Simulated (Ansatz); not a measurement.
# MnO under changes of volume

One of the cells (11.066 Å³/atom); the others are scaled copies at fixed shape and fractional positions:

```
CELL_PARAMETERS angstrom
2.96949 0.00000 0.00000
-1.48474 2.57165 0.00000
0.00000 0.00000 2.89807
ATOMIC_POSITIONS crystal
Mn 0.00000 0.00000 0.00000
O 0.66667 0.33333 0.50000
```

Measurements of this composition are mostly on another form, of space group No. 225.

- Program: Ansatz 0.2.0
- Functional: PBE
- Potentials or basis: Ansatz PAW
- Cutoff: 420 eV (not typed: the program's choice for these potentials)
- k mesh: 10 × 10 × 9
- Occupations: fermi-dirac, width 0.05 eV
- Spin: collinear spin, ferromagnetic start
- Starting moments: [4.0, 0.0] μB

```tsv
volume (Å³/atom)	energy over the lowest point (meV/atom)	pressure (GPa)	moment (μB per cell)
10.402	7.23	4.3	4.49
10.623	2.29	2.3	4.59
10.844	0.00	0.5	4.68
11.066	0.56	-1.3	4.75
11.287	3.37	-2.8	4.83
11.508	?	?	?
11.729	14.72	-6.1	4.94
```

Task: What does the run at 11.508 Å³/atom give?

Result: Energy over the lowest point 7.95 meV/atom; pressure -4.4 GPa; moment 4.90 μB per cell.

Worked out: A Birch-Murnaghan fit of order 3 (a polynomial in V^(-2/3)) to the other rows has its minimum at 10.91 Å³/atom with B0 = V·E''(V) = 89 GPa and B' = 5.1 at fixed shape and positions, which overstates the stiffness. It gives 8.14 meV/atom at 11.508 Å³/atom, against the run's 7.95, and -dE/dV = -4.2 GPa, against -4.4. A parabola through the other rows of the moment, of slope 0.257 μB per Å³/atom there, gives 4.89 μB, against the run's 4.90.

Energies are extrapolated to zero smearing.

Caveats: a cell with one magnetic atom can't hold antiferromagnetic order, which such compounds often take.
